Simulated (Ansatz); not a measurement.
A relaxed cell of Cu₄Ni is given with its symmetry left out. The cell was found from a structure generator's guess, not taken from experiment.

Theory: DFT PBE, scalar-relativistic, plane waves, PAW in Ansatz 0.2.0. Cutoff 420 eV, Γ-centred mesh, Gaussian smearing, no spin polarisation.

```yaml
crystal:
  lattice:
    - [-2.84409, 2.84409, 1.80524]
    - [2.84409, -2.84409, 1.80524]
    - [2.84409, 2.84409, -1.80524]
  atoms:
    - { symbol: Cu, position: [0.70137, 0.89914, 0.60051] }
    - { symbol: Cu, position: [0.29863, 0.10086, 0.39949] }
    - { symbol: Cu, position: [0.10086, 0.70137, 0.80223] }
    - { symbol: Cu, position: [0.89914, 0.29863, 0.19777] }
    - { symbol: Ni, position: [0.50000, 0.50000, 0.00000] }
```

The zero of energy is the elements' standard structures at the same level; no fitted shifts are applied.

Q: Find its symmetry and describe it.

A: I4/m (No. 87), with Cu and Ni ordered on fcc sites. Conventional cell: a = 5.688 Å, c = 3.610 Å. Cu is surrounded by 9 Cu at 2.54–2.56 Å and 3 Ni at 2.54 Å; Ni is surrounded by 12 Cu at 2.54 Å.

Q: What is its formation energy per atom?

A: +0.01 eV/atom. The formation energy is too near zero to say whether this cell lies below the elements.

Q: Is it a metal?

A: Yes, bands cross the Fermi level on the 12×12×12 mesh.

The last run used a 12×12×12 mesh for its 5-atom cell and Gaussian smearing of 0.10 eV. The k mesh leaves some 4 meV/atom of noise in the energy of each metallic cell. Trial moments died out on the coarse mesh, so the last step has no spin; another magnetic start might hold. A later test with randomly moved atoms came back to the same energy, though modes that don't fit the test's cell weren't probed.
